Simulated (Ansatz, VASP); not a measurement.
One calculation of Ge, two programs

Contents of INCAR:

```
SYSTEM = Ge
ALGO = Normal
EDIFF = 1E-7
ENCUT = 520
GGA = PS
ISIF = 2
ISMEAR = -1
LASPH = .True.
LCHARG = .True.
LELF = .True.
LREAL = .False.
LVHAR = .True.
LWAVE = .False.
NBANDS = 21
NELM = 60
PREC = Accurate
SIGMA = 0.05
```

File KPOINTS:

```
k-points
0
Gamma
  11 11 11
  0 0 0
```

File POSCAR:

```
Ge
1.0
   -2.4449470096      2.5967485709      1.4076133202
    2.4449470096     -2.5967485709      1.4076133202
    2.4449470096      2.5967485709     -1.4076133202
Ge
2
Direct
    0.3140570000      0.0640570000      0.2500000000
    0.6859430000      0.9359430000      0.7500000000
```

File input.yaml:

```yaml
crystal:
  lattice:
    - [-2.4449470096, 2.5967485709, 1.4076133202]
    - [2.4449470096, -2.5967485709, 1.4076133202]
    - [2.4449470096, 2.5967485709, -1.4076133202]
  atoms:
    - { symbol: Ge, position: [0.314057, 0.064057, 0.25] }
    - { symbol: Ge, position: [0.685943, 0.935943, 0.75] }
kpoints:
  mp_grid: { grid: [11, 11, 11] }
scf:
  occupations: { method: fermi_dirac, width: 0.05 }
hamiltonian:
  xc: pbesol
  pseudopotentials: { kind: all_electron, lapw: { basis_error: 0.0005 } }
output:
  forces: true
  stress: true
  eigenvalues: true
```

Change from the starting cell: volume scaled by 0.94.

Alike in both runs: task single point; functional PBEsol; k mesh 11 × 11 × 11; occupations fermi-dirac, width 0.05 eV; no spin polarisation.

```csv
,VASP,Ansatz
version,VASP 6.6.1,Ansatz 0.2.0
potentials or method,"VASP PAW PBE potentials, release 64 (Ge_d)","all-electron LAPW, scalar-relativistic"
plane-wave cutoff (eV),520,see its input
```

VASP gave:

- gap on the k mesh at the Fermi level (eV): none
- pressure (GPa): 2.4
- largest component of the traceless stress (GPa): 1.25
- rms of the force components (eV/Å): 0.030

What did Ansatz give for the same quantities?

gap on the k mesh at the Fermi level (eV): none; pressure (GPa): 2.4; largest component of the traceless stress (GPa): 1.24; rms of the force components (eV/Å): 0.029.

Atom by atom the forces differ by 0.001 eV/Å (rms over components). A gap of «none» marks a metal or a gap that the smearing closes. Ansatz ran all-electron here, so the differences hold the error of VASP's frozen core and of both bases.

Caveats: the PAW data sets were made with another functional, which shifts forces and pressure a little (VASP).
